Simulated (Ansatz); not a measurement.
Levels of theory for SnSe (zincblende)

All numbers come from the PAW code Ansatz. These are computed values for a non-magnetic cell that may be hypothetical; none is a measurement.

The cell is SnSe (zincblende); cell and atoms were relaxed with r2SCAN. Space group F-43m (No. 216), cubic; a = 6.728 Å in the conventional setting, 38.07 Å³ an atom. Sn has 4 Se at 2.91 Å; Se has 4 Sn at 2.91 Å.

```xyz
2
Lattice="0.0000 3.3640 3.3640 3.3640 0.0000 3.3640 3.3640 3.3640 0.0000" Properties=species:S:1:pos:R:3 pbc="T T T"
Sn    0.0000    0.0000    0.0000
Se    1.6820    1.6820    1.6820
```

Band edges at fixed r2SCAN geometry:

| level | k mesh | gap (eV) | kind | edges | least direct gap (eV) | rough cost |
| --- | --- | --- | --- | --- | --- | --- |
| LDA | 6×6×6 | none (overlap 0.12) | – | – | – | 5 core-seconds |
| PBE | 6×6×6 | none (overlap 0.02) | – | – | – | 7 core-seconds |
| PBE+SOC | 6×6×6 | none (overlap 0.14) | – | – | – | 20 core-seconds |
| r2SCAN | 6×6×6 | 0.05 | indirect | W → X | 0.74 | 11 core-seconds |
| HSE06 | 4×4×4 | 0.30 | indirect | W → X | 1.04 | 80 core-seconds |
| HSE06+SOC | 4×4×4 | 0.16 | indirect | W → X | 1.03 | 7 core-minutes |

All runs use a smearing of 0.02 eV.
Wave cutoffs: 420 eV, 500 eV (r2SCAN).
Costs come from shared machines and give only the order; PBE's includes the band path. The runs had 2 threads of Arm Neoverse V1, with other jobs on the host.

The HSE06 gap is indirect, 0.30 eV (W to X), below the direct gap of 1.04 eV at X. With PBE+SOC the bands overlap by 0.14 eV (counted from 1, band 30 peaks at W and band 31 bottoms out at X): no gap. Spin-orbit coupling changes the HSE06 gap by -0.144 eV, to 0.16 eV; at Γ the threefold valence level splits into a fourfold and a twofold level 0.45 eV apart, the fourfold one on top.

Spin-orbit coupling changes the least gap by -0.14 eV, while at W the distance between the top filled and the lowest empty level goes from 2.05 to 1.70 eV: it reshapes the band edges, and can invert them, so it can't be left out. The levels disagree on the kind of gap: indirect with r2SCAN, HSE06, HSE06+SOC; no gap with LDA, PBE, PBE+SOC.

Only the levels marked +SOC include spin-orbit coupling.

Where bands overlap the cell is a metal at that level, and these k meshes limit energies, forces and stress. Overlaps of a few tenths of an eV in semilocal functionals can be an artefact that a hybrid or GW lifts.

The meshes of the hybrids are coarse, so their gaps aren't converged to the digits shown.
